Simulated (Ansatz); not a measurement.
# Ti (P6/mmm) in Ansatz: settings compared

The runs below take Ti through relaxation of cell and atoms, with PBE+D3(BJ)-ATM, PBE+D4.

All numbers are computed with Ansatz 0.2.0; they aren't measurements. Logs are shortened: lines on timing, memory, paths and dates and some standing lists are left out, and cuts for length are marked.

### 1 Starting point

It takes space group P6/mmm (No. 191, hexagonal). The conventional cell has a = 4.567 Å, b = 4.567 Å, c = 2.826 Å, α = 90.00°, β = 90.00°, γ = 120.00°. Ti (site symmetry -6m2) has 11 Ti at 2.64 to 2.99 Å as nearest neighbours. Around Ti (site symmetry 6/mmm) lie 14 Ti at 2.83 to 2.99 Å.

This isn't the form of Ti at room conditions, which is hcp.

### 2 Relaxation of cell and atoms, PBE+D3(BJ)-ATM

input.yaml reads:

```yaml
crystal:
  lattice:
    - [4.5673748306, 0.0, 0.0]
    - [-2.2836874153, 3.9554626319, 0.0]
    - [0.0, 0.0, 2.82624427]
  atoms:
    - { symbol: Ti, position: [0.6666666667, 0.3333333333, 0.5] }
    - { symbol: Ti, position: [0.3333333333, 0.6666666667, 0.5] }
    - { symbol: Ti, position: [0.0, 0.0, 0.0] }
hamiltonian:
  xc: pbe
  pseudopotentials: { kind: paw }
  dispersion: d3bjatm
kpoints:
  mp_grid: { grid: [7, 7, 9] }
scf:
  occupations: { method: fermi_dirac, width: 0.05 }
output:
  forces: true
  stress: true
  eigenvalues: true
relax:
  f_tol: 0.01
  max_steps: 40
  cell: { stress_tol: 0.05 }
```

Potentials or basis: Ansatz PAW.

Launch:

```console
> ansatz run input.yaml --threads 2 --pin off --max-ram 5632MiB --backend cpu --events-out ev --progress --plain --runs-dir out
```

The log of the run:

```text
Warning: RAYON_NUM_THREADS=2 ignored (pool sized by the plan → 2); use --threads N
Engine: ansatz 0.2.0, aarch64-unknown-linux-gnu
Pseudopotentials: kind: paw
Pseudopotential: Ti, paw, valence charge 12, recommended cutoff 420 eV (normal), Ti.paw.azcp
Functional definition: PBE
  parameter kappa = 0.804
  parameter beta = 0.06672455060314922
  exchange = pbe_x(kappa = kappa, mu = beta*pi^2/3)
  correlation = pbe_c(beta = beta)
Crystal: 3 atoms, lattice volume = 51.059 Å³
Basis set: ecut = 420 eV, 975 PW (Γ), exchange–correlation on 64×64×40 points (8 copies of the dense FFT grid, shifted against one another)
Bands: 22, of which v1, the nominal top of the filled ones, is band 18 counted from 1 (17 counted from 0)
Symmetry: 24 space group operations
Space group: P6/mmm (ITA 191), of the structure as read, at distance tolerance 3.7e-5 Å
k-points: 40 of 441
Non-local potential: Ti, projectors of the file, l = 0: 3, l = 1: 2, l = 2: 3, l = 3: 1
PAW form: soft (Blöchl's): semilocal exchange-correlation on the pseudo side does not see the compensation charge
PAW one-centre angular grid: Ti, 590 points (default); XC on 64 Gauss nodes
Initial density: superposition of atomic densities (neutral atoms: chi_scale 0, normalization atom), corrected by the library's trained network
Initial wavefunctions: pseudopotential atomic-orbital guess
Functional: x = pbe(κ = 0.804, μ = 0.2195149727645171), c = pbe(β = 0.06672455060314922)
SCF iter   1: F=—  HF=-7500.710714 eV  |F-HF|=—  |Δ(HF+E_count)|=         —  Δρ=1.06e-2  dr2=7.50e-2  ethr=1.77e-3  ⟨swp⟩=4.1  Hψ=3086  notcnv=0
preconditioner: auto → none  [metal: Δε(μ)=0.014 eV  Ē_g=2.476 eV  σ=0.050 eV  W_gap=0.07  n_scr=8 (ndim 8)  ℏωp=18.0 eV  f_vac=0.000  D(μ)=2.36/eV (n_scr^D=26)  sad-step TF]
SCF iter   2: F=—  HF=-7500.703268 eV  |F-HF|=—  |Δ(HF+E_count)|=   7.45e-3  Δρ=6.57e-3  dr2=3.42e-2  ethr=2.08e-4  ⟨swp⟩=1.9  Hψ=1281  notcnv=0
SCF iter   3: F=—  HF=-7500.699409 eV  |F-HF|=—  |Δ(HF+E_count)|=   3.86e-3  Δρ=7.76e-4  dr2=6.02e-4  ethr=9.50e-5  ⟨swp⟩=2.0  Hψ=1212  notcnv=0
SCF iter   4: F=—  HF=-7500.699391 eV  |F-HF|=—  |Δ(HF+E_count)|=   1.75e-5  Δρ=2.66e-4  dr2=7.51e-5  ethr=1.67e-6  ⟨swp⟩=2.0  Hψ=1092  notcnv=0
SCF iter   5: F=—  HF=-7500.699323 eV  |F-HF|=—  |Δ(HF+E_count)|=   6.84e-5  Δρ=7.55e-5  dr2=4.15e-6  ethr=2.09e-7  ⟨swp⟩=1.6  Hψ=910  notcnv=0
SCF iter   6: F=—  HF=-7500.699322 eV  |F-HF|=—  |Δ(HF+E_count)|=   4.21e-7  Δρ=1.68e-5  dr2=2.43e-7  ethr=1.15e-8  ⟨swp⟩=2.1  Hψ=1137  notcnv=0
SCF iter   7: F=-7500.699322 eV  HF=-7500.699322 eV  |F-HF|=1.39e-9  |Δ(HF+E_count)|=   1.84e-8  Δρ=2.06e-6  dr2=2.33e-9  ethr=2.78e-10  ⟨swp⟩=3.8  Hψ=2619  notcnv=0
SCF 1 converged in 7 iterations: F = -7500.699322 eV  dr2 = 2.33e-9
relax step   1: F+E_penalty+E_count = -7500.69932247 eV  Δ(F+E_penalty+E_count) = +0.000e0 eV  max|allowed force component| = 1.419e-16 eV/Å  Δτ_max = 0.0000 Å  P = -4.156 GPa  Ω = 51.059 Å³  (7 SCF iters, dr2 threshold 1.00e-7 eV, accepted)
Crystal: 3 atoms, lattice volume = 47.653 Å³
Basis set: ecut = 420 eV, 939 PW (Γ), exchange–correlation on 64×64×40 points (8 copies of the dense FFT grid, shifted against one another)
Initial density: handed on by an earlier stage of this run
[... 50 lines left out ...]
SCF 5 converged in 6 iterations: F = -7500.723819 eV  dr2 = 2.38e-14
relax step   5: F+E_penalty+E_count = -7500.72381864 eV  Δ(F+E_penalty+E_count) = +2.521e-4 eV  max|allowed force component| = 7.401e-17 eV/Å  Δτ_max = 0.0000 Å  P = -0.006 GPa  Ω = 49.225 Å³  stress off target by 3.71e-2 GPa  SCF on the basis re-selected at this cell (its energy is not comparable with the rows above)  (6 SCF iters)
basis re-selected at this cell: Δ(F+E_penalty+E_count) = +2.521e-4 eV, ΔP = +0.011 GPa vs the last step (what re-selecting the basis moved, of the pressure what is left beyond the Pulay correction that the steps carried, after the strain that the cell walked since its last selection, with what the two solves' SCF thresholds leave and, on support functions, any second-order correction that the steps lacked; it is no measure of the basis error at this ecutwfc). This SCF's stress stands 3.71e-2 GPa from its target on what of the cell is left free (relax.cell.stress_tol is 5.00e-2 GPa) and its largest allowed force component is 7.40e-17 eV/Å (relax.f_tol is 1.00e-2 eV/Å): within both
SCF converged after 6 iterations
Free energy (F): -7500.723819 eV
Harris-Foulkes:  -7500.723819 eV  (|F-HF|=2.73e-12)
Internal energy: -7500.701873 eV  (E = F + TS)
E sigma→0 (E₀):  -7500.712846 eV
Entropy (-TS):   -0.021945 eV (-7.315 meV/atom)
Fermi energy:    14.178742 eV
--- Per-component energies (eV) ---
  E_band       = -439.111048
  E_kinetic    = 821.617735
  E_local      = -2354.418439  (includes V_loc(G=0)·N_el)
  E_nonlocal   = 24.792896
  E_hartree    = 975.359336
  E_xc         = -293.840399
  E_vxc        = -367.774175  (∫ρ·V_xc dr)
  E_paw        = -3143.611002  (= ΣΔE_a)
  E_vpaw       = -514.048098  (= ΣTr[D̂ρ^β])
  E_aug_tail   = 0.000363  (compensation charges beyond the density's cutoff)
  E_ewald      = -3528.872722
  E_disp       = -1.729643  (pairwise vdW)
  E_smearing   = -0.021945  (= −TS)
  E_closure    = 0.000000  (closes the sum)
  Σ components = -7500.723819   (vs F -7500.723819, Δ=0.00e0)
--- Forces (eV/Å), atoms counted from 1 ---
  atom   1  Ti     0.00000000    -0.00000000     0.00000000
  atom   2  Ti     0.00000000     0.00000000     0.00000000
  atom   3  Ti    -0.00000000    -0.00000000     0.00000000
  max |Σ_I F_I| component: 1.05e-30 eV/Å
--- Stress (GPa, compression-positive) ---
       -0.027218       0.000000       0.000000
       -0.000000      -0.027218       0.000000
        0.000000       0.000000       0.037118
  P = ⅓ Tr σ = -0.0058 GPa (-0.058 kbar)
--- Band table (eV; the first three rows and the last of 40) ---
  k-point 0: bands = ["-42.5773", "-42.3232", "-42.1351", "-18.9224", "-18.9224", "-18.8505", "-18.8505", "-18.5020", "-18.2884", "-18.2006", "-18.1716", "-18.1716", "8.0118", "12.1200", "13.4628", "13.4628", "13.5501", "13.5501", "14.1719", "14.8941", "15.5286", "15.5286"]
  k-point 1: bands = ["-42.5676", "-42.3177", "-42.1279", "-18.9088", "-18.9088", "-18.8421", "-18.8421", "-18.5583", "-18.3572", "-18.2575", "-18.1731", "-18.1731", "8.3008", "12.3460", "13.2619", "13.2619", "13.4082", "13.4082", "14.5550", "15.1446", "15.4477", "15.4477"]
  k-point 2: bands = ["-42.5425", "-42.3040", "-42.1096", "-18.8734", "-18.8734", "-18.8209", "-18.8209", "-18.6977", "-18.5306", "-18.4000", "-18.1776", "-18.1776", "9.1109", "12.7837", "12.7837", "12.8519", "13.0688", "13.0688", "15.4067", "15.4067", "15.6267", "15.8317"]
  k-point 39: bands = ["-42.4933", "-42.1970", "-42.1591", "-19.0993", "-18.9572", "-18.8991", "-18.7036", "-18.6535", "-18.6251", "-18.5474", "-18.4129", "-18.1096", "11.4620", "12.3386", "12.7571", "13.0972", "13.1009", "13.2884", "14.4261", "14.8377", "15.0965", "15.4523"]
--- Relaxed structure (4 steps of the walk, 4 accepted, 1 SCFs on fresh bases) ---
  F+E_penalty+E_count = -7500.72381864 eV   max|allowed force component| = 7.401e-17 eV/Å   (the final SCF, on the basis selected at the relaxed cell)
  cell:  # Å, volume = 49.2250 Å³
    - [4.511653117858714, 6.322924467227662e-34, 0.0]
    - [-2.255826558929357, 3.9072062131289145, 0.0]
    - [0.0, 0.0, 2.7924369238243116]
  atoms:
    - { symbol: Ti, position: [0.6666666666666666, 0.3333333333333333, 0.5] }
    - { symbol: Ti, position: [0.3333333333333333, 0.6666666666666666, 0.5] }
    - { symbol: Ti, position: [-6.974791928308999e-35, -2.7050213332453274e-35, 0.0] }
```

Wall time 7.9 s (2 threads of Arm Neoverse V1, shared host); peak memory 0.35 GiB.

Results:

| Quantity | Value |
| --- | --- |
| Free energy | -7500.7238 eV |
| Relaxed volume | 16.41 Å³/atom |
| Relaxed cell | a = 4.512 Å, b = 4.512 Å, c = 2.792 Å, α = 90.00°, β = 90.00°, γ = 120.00° |
| Space group after relaxing (to 0.05 Å) | P6/mmm (No. 191) |
| Energy gained by relaxing | 8.2 meV/atom |
| Ionic steps | 5 |
| Pressure after relaxing | 0.0 GPa |
| Band gap on the k mesh | none (metal or under the smearing width) |

Step by step:
```csv
step,energy change (eV),largest force (eV/Å),volume (Å³)
1,0.0000,0.0000,51.06
2,-0.0033,0.0000,47.65
3,-0.0247,0.0000,49.30
4,-0.0247,0.0000,49.22
5,-0.0245,0.0000,49.22
```

Final structure:
```
Ti
1.0
     4.51165    0.00000    0.00000
    -2.25583    3.90721    0.00000
     0.00000    0.00000    2.79244
Ti
3
Direct
  0.66667 0.33333 0.50000
  0.33333 0.66667 0.50000
  0.00000 0.00000 0.00000
```

Caveat: the plane-wave basis is chosen anew once the cell has moved, so the energies of steps on either side of that aren't comparable; pairwise dispersion overbinds metals, which lowers pressure and volume.

### 3 Relaxation of cell and atoms, PBE+D4

Edit input.yaml of step 2 so:

```diff
@@ -12,3 +12,3 @@
   pseudopotentials: { kind: paw }
-  dispersion: d3bjatm
+  dispersion: d4
 kpoints:
```

Potentials or basis: Ansatz PAW.

Launch:

```console
> ansatz run input.yaml --threads 2 --pin off --max-ram 5632MiB --backend cpu --events-out ev --progress --plain --runs-dir out
```

Run time: 6.6 s. Hardware: 2 threads of Arm Neoverse V1, shared host; peak memory 0.34 GiB.

The run converged. Its results:

* Free energy: -7499.6475 eV
* Relaxed volume: 16.86 Å³/atom
* Relaxed cell: a = 4.554 Å, b = 4.554 Å, c = 2.816 Å, α = 90.00°, β = 90.00°, γ = 120.00°
* Space group after relaxing (to 0.05 Å): P6/mmm (No. 191)
* Energy gained by relaxing: 0.6 meV/atom
* Ionic steps: 4
* Pressure after relaxing: 0.0 GPa
* Band gap on the k mesh: none (metal or under the smearing width)

The path:
| step | energy change (eV) | largest force (eV/Å) | volume (Å³) |
| --- | --- | --- | --- |
| 1 | 0.0000 | 0.0000 | 51.06 |
| 2 | -0.0003 | 0.0000 | 50.13 |
| 3 | -0.0018 | 0.0000 | 50.57 |
| 4 | -0.0017 | 0.0000 | 50.57 |

Final structure:
```xyz
3
Lattice="4.5539 0.0000 0.0000 -2.2769 3.9438 0.0000 0.0000 0.0000 2.8159" Properties=species:S:1:pos:R:3 pbc="T T T"
Ti    2.2769    1.3146    1.4079
Ti    0.0000    2.6292    1.4079
Ti    0.0000    0.0000    0.0000
```

Levels at points of the mesh, in eV from the Fermi level:
```tsv
k point	band 14	band 15	band 16	band 17	band 18	band 19	band 20	band 21	band 22
(0.00, 0.00, 0.00)	-1.98	-0.71	-0.71	-0.62	-0.62	-0.02	0.70	1.32	1.32
```

Caveat: the plane-wave basis is chosen anew once the cell has moved, so the energies of steps on either side of that aren't comparable; pairwise dispersion overbinds metals, which lowers pressure and volume.
